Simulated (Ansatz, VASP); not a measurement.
One calculation of WC, two programs

```
W C
1.0
     2.90050    0.00000    0.00000
    -1.45025    2.51191    0.00000
     0.00000    0.00000    2.91387
W C
1 1
Direct
  0.00000 0.00000 0.00000
  0.66667 0.33333 0.50000
```

Change from the starting cell: zz strain of +3 %.

Alike in both runs: task single point; functional PBE; k mesh 13 × 13 × 12; occupations fermi-dirac, width 0.05 eV; no spin polarisation.

```csv
,VASP,Ansatz
version,VASP 6.6.1,Ansatz 0.2.0
potentials or method,"VASP PAW PBE potentials, release 64 (W_sv, C), cutoff 520 eV","all-electron LAPW, scalar-relativistic"
```

Ansatz gave:

```
pressure (GPa)                                  : -4.0
largest component of the traceless stress (GPa) : 14.43
```

Q: What did VASP give for the same quantities?

A: Pressure (GPa): -3.2; largest component of the traceless stress (GPa): 14.25.

Ansatz ran all-electron here, so the differences hold the error of VASP's frozen core and of both bases.

The runs have no spin-orbit coupling, so splittings on W are missing.
